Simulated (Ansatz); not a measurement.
Method: Ansatz 0.2.0, DFT PBE, scalar-relativistic, plane waves, PAW. All cells share a 420 eV cutoff and Γ-centred k meshes spaced at most about 0.3 Å⁻¹ (about 0.25 or finer for metals, 2π included). No spin polarisation.

All energies are static (0 K, no zero-point motion).

Two relaxed structures of Ga₂S:

A.

```xyz
3
Lattice="5.0569 0.0000 0.0000 -2.5284 4.3794 0.0000 0.0000 0.0000 2.5260" Properties=species:S:1:pos:R:3 pbc="T T T"
Ga    0.0000    2.9196    1.2630
Ga    2.5284    1.4598    1.2630
S     0.0000    0.0000    1.2630
```

B.

```xyz
3
Lattice="0.0000 3.3528 3.3528 3.3528 0.0000 3.3528 3.3528 3.3528 0.0000" Properties=species:S:1:pos:R:3 pbc="T T T"
Ga    1.6764    1.6764    1.6764
Ga    5.0292    5.0292    5.0292
S     0.0000    0.0000    0.0000
```

Question: Which is lower in energy, and by how much?

Answer: They are level within the accuracy (3 meV/atom apart, with B the lower in these runs). A has space group P6/mmm (No. 191), 18.6 Å³/atom and no gap on its mesh; B has the anti-fluorite type, space group Fm-3m (No. 225), 25.1 Å³/atom and no gap. Counting S atoms around Ga (those within 1.25 times the shortest such distance or 1.15 times the sum of covalent radii; the shortest distance is added where it is long for a bond), A has Ga 3 from 2.9 Å and B has Ga 4 from 2.9 Å. Even the lower one lies +0.04 eV/atom against the reference forms of the elements (uncorrected), so neither is stable at this level. Both come from invented guesses. The lowest form computed isn't among them: it has the anti-cadmium chloride type, space group R-3m (No. 166), 20.1 Å³/atom and lies 264 meV/atom below the best shown.

For metals, differences of a few meV/atom aren't resolved. Cells relaxed within their symmetry can be saddle points. Some candidate types were left out of the draw beforehand, so a known form may be missing.
